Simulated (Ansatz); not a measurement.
# Sb: density of states with PBEsol

Crystal: Sb.

```
Sb
1.0
     3.16000    0.00000    0.00000
     0.00000    3.16000    0.00000
     0.00000    0.00000    3.16000
Sb
1
Direct
  0.00000 0.00000 0.00000
```

This isn't the form of Sb at room conditions, which is rhombohedral.

| Item | Value |
| --- | --- |
| Program | Ansatz 0.2.0 |
| Task | density of states |
| Functional | PBEsol |
| Potentials or basis | Ansatz PAW |
| Cutoff | 420 eV (not typed: the program's choice for these potentials) |
| k mesh | 8 × 8 × 8 |
| Occupations | fermi-dirac, width 0.05 eV |
| Spin | no spin polarisation |

```yaml
Pressure: -4.7 GPa
Band_gap_on_the_k_mesh: none (metal or under the smearing width)
Density_of_states_at_the_Fermi_level: 0.55 states/eV per cell
```

Levels at points of the mesh, in eV from the Fermi level:
```tsv
k point	band 4	band 5	band 6	band 7	band 8	band 9	band 10	band 11	band 12	band 13
(0.00, 0.00, 0.00)	-28.84	-28.84	-11.93	3.17	3.17	3.17	7.12	7.12	7.84	18.54
(0.00, 0.00, -0.50)	-28.85	-28.84	-9.70	-5.15	5.00	5.00	9.36	10.38	11.27	11.44
(0.00, -0.50, -0.50)	-28.87	-28.78	-7.37	-3.23	-3.23	2.39	6.83	13.02	13.02	13.33
(-0.50, -0.50, -0.50)	-28.78	-28.78	-4.83	-1.44	-1.44	-1.44	5.00	5.00	5.00	7.01
```

States per cell in windows of 1 eV (zero at the Fermi level; states under -8 eV left out):
```tsv
from (eV)	total
-8.0	0.30
-7.0	0.10
-6.0	0.04
-5.0	0.29
-4.0	0.65
-3.0	0.78
-2.0	0.71
-1.0	0.57
0.0	0.54
1.0	0.52
2.0	0.64
3.0	0.81
4.0	0.83
5.0	0.59
6.0	0.48
7.0	0.57
```

It took 0.97 s on 2 threads of Arm Neoverse V2 (shared host), peak memory 0.27 GiB.

Caveat: the PAW data sets come from PBE, with cores solved anew for the run's functional, which leaves a small shift of forces and pressure. The run has no spin-orbit coupling, so splittings on Sb are missing.
